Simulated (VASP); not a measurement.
# Pt (Fm-3m) in VASP: notebook

One crystal, Pt, is run at these levels: PBE; tasks: relaxation of cell and atoms.

Program: VASP 6.6.1. These are calculated values, not measurements. Logs are shortened: lines on timing, memory, paths and dates and some standing lists are left out, and cuts for length are marked.

## Step 1: The crystal as given

The structure is cubic, space group Fm-3m (No. 225). Conventional cell: a = 3.922 Å, b = 3.922 Å, c = 3.922 Å, α = 90.00°, β = 90.00°, γ = 90.00°. Around Pt (site symmetry m-3m) lie 12 Pt at 2.77 Å.

## Step 2: Relaxation of cell and atoms, PBE

The input, INCAR:

```
PREC     = Accurate       # precision mode
ENCUT    = 520            # plane-wave cutoff, eV
EDIFF    = 1E-7           # SCF threshold, eV
ISMEAR   = 0              # smearing method
SIGMA    = 0.1            # smearing width, eV
LREAL    = F              # projectors in reciprocal space
LASPH    = T              # aspherical terms in the spheres
NELM     = 100            # most SCF steps
ALGO     = Normal         # electronic algorithm
ISIF     = 3              # what is computed and relaxed
LWAVE    = F              # write WAVECAR
LCHARG   = F              # write CHGCAR
GGA      = PE             # functional
IBRION   = 2              # ionic algorithm
NSW      = 80             # ionic steps
EDIFFG   = -0.002         # ionic threshold
```

The input, KPOINTS:

```
Automatic mesh
0
Gamma
  26 26 26
```

The input, POSCAR:

```
Pt
1.0
    0.0000000000      1.9609000000      1.9609000000
    1.9609000000      0.0000000000      1.9609000000
    1.9609000000      1.9609000000      0.0000000000
Pt
1
Direct
    0.0000000000      0.0000000000      0.0000000000
```

Potentials or basis: VASP PAW PBE potentials, release 64 (Pt).

On the command line:

```
cat potpaw_PBE.64/Pt/POTCAR > POTCAR
mpirun -np 1 vasp_std > vasp.out
```

OUTCAR:

```text
PREC = Accurate
   ENCUT = 520
   EDIFF = 1E-7
   ISMEAR = 0
   LREAL = F
   LASPH = T
   NELM = 100
   ISIF = 3
   GGA = PE
   IBRION = 2
   NSW = 80
   EDIFFG = -0.002

 ion  position               nearest neighbor table
   1  0.000  0.000  0.000-

  LATTYP: Found a face centered cubic cell.
 ALAT       =     3.9218000000

  Lattice vectors:

 A1 = (   0.0000000000,   1.9609000000,   1.9609000000)
 A2 = (   1.9609000000,   0.0000000000,   1.9609000000)
 A3 = (   1.9609000000,   1.9609000000,   0.0000000000)

Analysis of symmetry for initial positions (statically):
=====================================================================
 Subroutine PRICEL returns:
 Original cell was already a primitive cell.

 Routine SETGRP: Setting up the symmetry group for a
 face centered cubic supercell.

 Subroutine GETGRP returns: Found 48 space group operations
 (whereof 48 operations were pure point group operations)
 out of a pool of 48 trial point group operations.

The static configuration has the point symmetry O_h .

Analysis of symmetry for dynamics (positions and initial velocities):
=====================================================================
 Subroutine PRICEL returns:
 Original cell was already a primitive cell.

 Routine SETGRP: Setting up the symmetry group for a
 face centered cubic supercell.

 Subroutine GETGRP returns: Found 48 space group operations
 (whereof 48 operations were pure point group operations)
 out of a pool of 48 trial point group operations.

The dynamic configuration has the point symmetry O_h .

 Subroutine INISYM returns: Found 48 space group operations
 (whereof 48 operations are pure point group operations),
 and found     1 'primitive' translations

----------------------------------------------------------------------------------------

                                     Primitive cell

  volume of cell :      15.0798

  direct lattice vectors                    reciprocal lattice vectors
     0.000000000  1.960900000  1.960900000    -0.254984956  0.254984956  0.254984956
     1.960900000  0.000000000  1.960900000     0.254984956 -0.254984956  0.254984956
     1.960900000  1.960900000  0.000000000     0.254984956  0.254984956 -0.254984956

  length of vectors
     2.773131374  2.773131374  2.773131374     0.441646899  0.441646899  0.441646899

  position of ions in fractional coordinates (direct lattice)
     0.000000000  0.000000000  0.000000000

  ion indices of the primitive-cell ions
   primitive index   ion index
                 1           1

----------------------------------------------------------------------------------------

 KPOINTS: Automatic mesh

Automatic generation of k-mesh.
 Grid dimensions read from file:
 generate k-points for:   26   26   26

 Generating k-lattice:

  Cartesian coordinates                     Fractional coordinates (reciprocal lattice)
    -0.009807114  0.009807114  0.009807114     0.038461538  0.000000000  0.000000000
     0.009807114 -0.009807114  0.009807114     0.000000000  0.038461538  0.000000000
     0.009807114  0.009807114 -0.009807114     0.000000000  0.000000000  0.038461538

  Length of vectors
     0.016986419  0.016986419  0.016986419

  Shift w.r.t. Gamma in fractional coordinates (k-lattice)
     0.000000000  0.000000000  0.000000000

 Subroutine IBZKPT returns following result:
 ===========================================

 Found    511 irreducible k-points:

 Following reciprocal coordinates:
            Coordinates               Weight
  0.000000  0.000000  0.000000      1.000000
  0.038462  0.000000  0.000000      8.000000
  0.076923  0.000000  0.000000      8.000000
  0.115385  0.000000  0.000000      8.000000
  0.153846  0.000000  0.000000      8.000000
  0.192308  0.000000  0.000000      8.000000
[... 16 lines left out ...]
  0.346154  0.038462  0.000000     24.000000
  0.384615  0.038462  0.000000     24.000000
 [... further k-points ...]
   k-points           NKPTS =    511   k-points in BZ     NKDIM =    511   number of bands    NBANDS=      9
   number of dos      NEDOS =    301   number of ions     NIONS =      1
   total plane-waves  NPLWV =  13824
   dimension x,y,z NGX =    24 NGY =   24 NGZ =   24
   dimension x,y,z NGXF=    48 NGYF=   48 NGZF=   48
   ions per type =               1
   NGX,Y,Z   is equivalent  to a cutoff of  14.39, 14.39, 14.39 a.u.
   NGXF,Y,Z  is equivalent  to a cutoff of  28.78, 28.78, 28.78 a.u.
 SYSTEM =  unknown system
   PREC   = accura    normal or accurate (medium, high low for compatibility)
   ISTART =      0    job   : 0-new  1-cont  2-samecut
   ICHARG =      2    charge: 1-file 2-atom 10-const
   ISPIN  =      1    spin polarized calculation?
   LNONCOLLINEAR =      F non collinear calculations
   LSORBIT =      F    spin-orbit coupling
   LASPH  =      T    aspherical Exc in radial PAW
   ENCUT  =  520.0 eV  38.22 Ry    6.18 a.u.   5.16  5.16  5.16*2*pi/ulx,y,z
   NELM   =    100;   NELMIN=  2; NELMDL= -5     # of ELM steps
   EDIFF  = 0.1E-06   stopping-criterion for ELM
   LREAL  =      F    real-space projection
   EDIFFG = -.2E-02   stopping-criterion for IOM
   NSW    =     80    number of steps for IOM
   IBRION =      2    ionic relax: 0-MD 1-quasi-New 2-CG
   NFREE  =      1    steps in history (QN), initial steepest desc. (CG)
   ISIF   =      3    stress and relaxation
   ISYM   =      2    0-nonsym 1-usesym 2-fastsym
   POTIM  = 0.5000    time-step for ionic-motion
   TEBEG  =    0.0;   TEEND  =   0.0 temperature during run
   PSTRESS=    0.0 pullay stress
   NELECT =      10.0000    total number of electrons
   NUPDOWN=      -1.0000    fix difference up-down
   EMIN   =  10.00;   EMAX   =-10.00  energy-range for DOS
   EFERMI =   0.00;   METHOD = LEGACY
   ISMEAR =     0;   SIGMA  =   0.10  broadening in eV -4-tet -1-fermi 0-gaus
   EFERMI_NEDOS =   21; number of points for ismear=-14 and -15
   IALGO  =     38    algorithm
   IMIX   =      4    mixing-type and parameters
     AMIX     =   0.40;   BMIX     =  1.00
     AMIX_MAG =   1.60;   BMIX_MAG =  1.00
  volume/ion in A,a.u.               =      15.08       101.76
  Fermi-wavevector in a.u.,A,eV,Ry     =   1.427609  2.697791 27.729605  2.038068
  Thomas-Fermi vector in A             =   2.547760
   LORBIT       =      0    0 simple, 1 ext, 2 COOP (PROOUT), +10 PAW based schemes
   GGA     = PE    functional components
   LHFCALC =     F    Hartree Fock is set to
   AEXX    =    0.0000 exact exchange contribution
   IVDW    =     0    specifies the selected vdW correction
   LEPSILON=     F    determine dielectric tensor
   LRPA    =     F    only Hartree local field effects (RPA)
 conjugate gradient relaxation of ions
 non-spin polarized calculation
 Gauss-broadening in eV      SIGMA  =   0.10
  energy-cutoff  :      520.00
  volume of cell :       15.08
 maximum number of plane-waves:       419
 NGX is ok and might be reduce to    24
   NGX = 11   NGY = 11   NGZ = 11

--------------------------------------- Ionic step        1  -------------------------------------------

 number of electron      10.0000000 magnetization

 Free energy of the ion-electron system (eV)
  ---------------------------------------------------
  ext. energy  EPLUGINS =         0.00000000
  ---------------------------------------------------
  free energy    TOTEN  =        -6.08673754 eV

  energy without entropy =       -6.07646049  energy(sigma->0) =       -6.08159902

------------------------ aborting loop because EDIFF is reached ----------------------------------------

  FORCE on cell =-STRESS in cart. coord.  units (eV):
  Direction    XX          YY          ZZ          XY          YZ          ZX
  --------------------------------------------------------------------------------------
  -------------------------------------------------------------------------------------
  Total        0.8941679      0.8941679      0.8941679      0.0000000      0.0000000     -0.0000000
  in kB       95.0021234     95.0021234     95.0021234      0.0000000      0.0000000     -0.0000000
  external PRESSURE =      95.0021234 kB  Pullay stress =       0.0000000 kB
[... 20 lines left out ...]
  energy  without entropy=       -6.0764604942  energy(sigma->0) =       -6.08159902

--------------------------------------- Ionic step        2  -------------------------------------------

 number of electron      10.0000001 magnetization

 E-fermi :   8.9806     XC(G=0): -12.7399

 val. band max:        8.9788277055   @ k =  -0.4615   0.3077   0.0769
 cond. band min:       8.9822430611   @ k =  -0.4615   0.0769   0.0385
 fundamental gap:      0.0034153556
 Fermi energy:         8.9805621920

 k-point     1 :       0.0000    0.0000    0.0000
  band No.  band energies     occupation
      1       0.1241      2.00000
      2       5.9106      2.00000
      3       5.9106      2.00000
      4       5.9106      2.00000
      5       7.6561      2.00000
      6       7.6561      2.00000
      7      23.8929      0.00000
      8      28.1533      0.00000
      9      28.1533      0.00000
[... 265 lines left out ...]
 k-point    24 :       0.3846    0.0385    0.0000
  band No.  band energies     occupation
      1       2.8478      2.00000
      2       5.9686      2.00000
      3       6.0467      2.00000
      4       6.8803      2.00000
      5       8.5922      2.00000
      6       8.6844      1.99997
      7      16.9990      0.00000
      8      24.0691      0.00000
      9      27.7030      0.00000

 [... further k-points ...]

------------------------ aborting loop because EDIFF is reached ----------------------------------------

  FORCE on cell =-STRESS in cart. coord.  units (eV):
  Direction    XX          YY          ZZ          XY          YZ          ZX
  --------------------------------------------------------------------------------------
  -------------------------------------------------------------------------------------
  Total       -1.8918739     -1.8918739     -1.8918739      0.0000000      0.0000000     -0.0000000
  in kB     -177.0852327   -177.0852327   -177.0852327      0.0000000      0.0000000     -0.0000000
  external PRESSURE =    -177.0852327 kB  Pullay stress =       0.0000000 kB
[... 51 lines left out ...]
  FREE ENERGIE OF THE ION-ELECTRON SYSTEM (eV)
  ---------------------------------------------------
  free  energy   TOTEN  =        -6.1018605105 eV

  energy  without entropy=       -6.0908847171  energy(sigma->0) =       -6.09637261

[... ionic steps 4 to 14 ...]

--------------------------------------- Ionic step       15  -------------------------------------------

 number of electron      10.0000002 magnetization

------------------------ aborting loop because EDIFF is reached ----------------------------------------

  FORCE on cell =-STRESS in cart. coord.  units (eV):
  Direction    XX          YY          ZZ          XY          YZ          ZX
  --------------------------------------------------------------------------------------
  -------------------------------------------------------------------------------------
  Total        0.0030920      0.0030920      0.0030920      0.0000000     -0.0000000     -0.0000000
  in kB        0.3173594      0.3173594      0.3173594      0.0000000     -0.0000000     -0.0000000
  external PRESSURE =       0.3173594 kB  Pullay stress =       0.0000000 kB
[... 55 lines left out ...]
  energy  without entropy=       -6.0909225845  energy(sigma->0) =       -6.09640092

--------------------------------------- Ionic step       17  -------------------------------------------

 number of electron      10.0000002 magnetization

 Free energy of the ion-electron system (eV)
  ---------------------------------------------------
  ext. energy  EPLUGINS =         0.00000000
  ---------------------------------------------------
  free energy    TOTEN  =        -6.10188039 eV

  energy without entropy =       -6.09092871  energy(sigma->0) =       -6.09640455

 E-fermi :  10.6047     XC(G=0): -13.2837

 val. band max:       10.6024161963   @ k =  -0.4615   0.1154   0.0385
 cond. band min:      10.6058254132   @ k =  -0.4615   0.1538   0.0385
 fundamental gap:      0.0034092169
 Fermi energy:        10.6047082034

 k-point     1 :       0.0000    0.0000    0.0000
  band No.  band energies     occupation
      1       0.7792      2.00000
      2       7.0296      2.00000
      3       7.0296      2.00000
      4       7.0296      2.00000
      5       9.0647      2.00000
      6       9.0647      2.00000
      7      25.3423      0.00000
      8      30.1137      0.00000
      9      30.1137      0.00000
[... 265 lines left out ...]
 k-point    24 :       0.3846    0.0385    0.0000
  band No.  band energies     occupation
      1       3.6245      2.00000
      2       7.0855      2.00000
      3       7.1776      2.00000
      4       8.0752      2.00000
      5      10.1322      2.00000
      6      10.2612      2.00000
      7      19.2697      0.00000
      8      25.6550      0.00000
      9      30.1962      0.00000

 [... further k-points ...]

------------------------ aborting loop because EDIFF is reached ----------------------------------------

  FORCE on cell =-STRESS in cart. coord.  units (eV):
  Direction    XX          YY          ZZ          XY          YZ          ZX
  --------------------------------------------------------------------------------------
  -------------------------------------------------------------------------------------
  Total       -0.0001885     -0.0001885     -0.0001885     -0.0000000      0.0000000      0.0000000
  in kB       -0.0193482     -0.0193482     -0.0193482     -0.0000000      0.0000000      0.0000000
  external PRESSURE =      -0.0193482 kB  Pullay stress =       0.0000000 kB
[... 16 lines left out ...]
  FREE ENERGIE OF THE ION-ELECTRON SYSTEM (eV)
  ---------------------------------------------------
  free  energy   TOTEN  =        -6.1018803933 eV

  energy  without entropy=       -6.0909287088  energy(sigma->0) =       -6.09640455

 reached required accuracy - stopping structural energy minimisation
```

Wall time 3.1 min (1 thread of Intel Xeon Platinum 8488C (Sapphire Rapids), shared host); peak memory 0.23 GiB.

What came out:

```
Free energy                            : -6.1019 eV
Relaxed volume                         : 15.61 Å³/atom
Relaxed cell                           : a = 2.805 Å, b = 2.805 Å, c = 2.805 Å, α = 60.00°, β = 60.00°, γ = 60.00°
Space group after relaxing (to 0.05 Å) : Fm-3m (No. 225)
Energy gained by relaxing              : 15.1 meV/atom
Ionic steps                            : 17
Pressure after relaxing                : 0.0 GPa
Band gap on the k mesh                 : none (metal or under the smearing width)
```

The path:
| step | energy change (eV) | largest force (eV/Å) | pressure (GPa) | volume (Å³) |
| --- | --- | --- | --- | --- |
| 1 | 0.0000 | 0.0000 | 9.50 | 15.08 |
| 2 | 0.0771 | 0.0000 | -17.71 | 17.12 |
| 3 | -0.0151 | 0.0000 | -0.31 | 15.63 |
| 4 | -0.0151 | 0.0000 | -0.02 | 15.61 |
| 5 | -0.0151 | 0.0000 | 0.15 | 15.60 |
| 6 | -0.0151 | 0.0000 | 0.16 | 15.60 |
| 7 | -0.0151 | 0.0000 | 0.12 | 15.60 |
| 8 | -0.0151 | 0.0000 | 0.12 | 15.60 |
| 9 | -0.0151 | 0.0000 | 0.12 | 15.60 |
| 10 | -0.0151 | 0.0000 | 0.12 | 15.60 |
| 11 | -0.0151 | 0.0000 | 0.12 | 15.60 |
| 12 | -0.0151 | 0.0000 | 0.12 | 15.60 |
| 13 | -0.0151 | 0.0000 | 0.10 | 15.61 |
| 14 | -0.0151 | 0.0000 | 0.08 | 15.61 |
| 15 | -0.0151 | 0.0000 | 0.03 | 15.61 |
| 16 | -0.0151 | 0.0000 | -0.06 | 15.62 |
| 17 | -0.0151 | 0.0000 | 0.00 | 15.61 |

Final structure:
```cif
data_structure
_symmetry_space_group_name_H-M 'P 1'
_symmetry_Int_Tables_number 1
_cell_length_a 2.8054
_cell_length_b 2.8054
_cell_length_c 2.8054
_cell_angle_alpha 60.000
_cell_angle_beta 60.000
_cell_angle_gamma 60.000
_cell_volume 15.61
loop_
_atom_site_label
_atom_site_type_symbol
_atom_site_fract_x
_atom_site_fract_y
_atom_site_fract_z
_atom_site_occupancy
Pt1 Pt 0.00000 0.00000 0.00000 1
```

## Step 3: Relaxation of cell and atoms, PBE

This run uses another cell than the first one, of 15.61 Å³/atom, 1.035 times its volume.

INCAR is that of step 2.

KPOINTS is that of step 2.

The input, POSCAR:

```
Pt                                      
1.0
    0.0000000000      1.9836944835      1.9836944835
    1.9836944835      0.0000000000      1.9836944835
    1.9836944835      1.9836944835     -0.0000000000
  Pt            
     1
Direct
     0.0000000000000000    0.0000000000000000    0.0000000000000000
```

Potentials or basis: VASP PAW PBE potentials, release 64 (Pt).

On the command line:

```
cat potpaw_PBE.64/Pt/POTCAR > POTCAR
mpirun -np 1 vasp_std > vasp.out
```

Wall time 35 s (1 thread of Intel Xeon Platinum 8488C (Sapphire Rapids), shared host); peak memory 0.21 GiB.

It converged, with:

```yaml
Free_energy: -6.1024 eV
Pressure_after_relaxing: 0.0 GPa
Band_gap_on_the_k_mesh: none (metal or under the smearing width)
```

Final structure:
```xyz
1
Lattice="0.0000 1.9837 1.9837 1.9837 0.0000 1.9837 1.9837 1.9837 0.0000" Properties=species:S:1:pos:R:3 pbc="T T T"
Pt    0.0000    0.0000    0.0000
```

Levels at points of the mesh, in eV from the Fermi level:
| k point | band 3 | band 4 | band 5 | band 6 | band 7 | band 8 |
| --- | --- | --- | --- | --- | --- | --- |
| (0.00, 0.00, 0.00) | -3.58 | -3.58 | -1.54 | -1.54 | 14.74 | 19.51 |
| (0.50, 0.00, 0.00) | -3.63 | -0.32 | 0.04 | 0.04 | 5.59 | 14.29 |
| (0.50, 0.50, 0.00) | 0.00 | 0.46 | 0.46 | 1.86 | 8.52 | 11.29 |

Caveat: the relaxation stopped at its first step, so nothing moved. Spin-orbit coupling is left out, which matters for the levels of Pt.
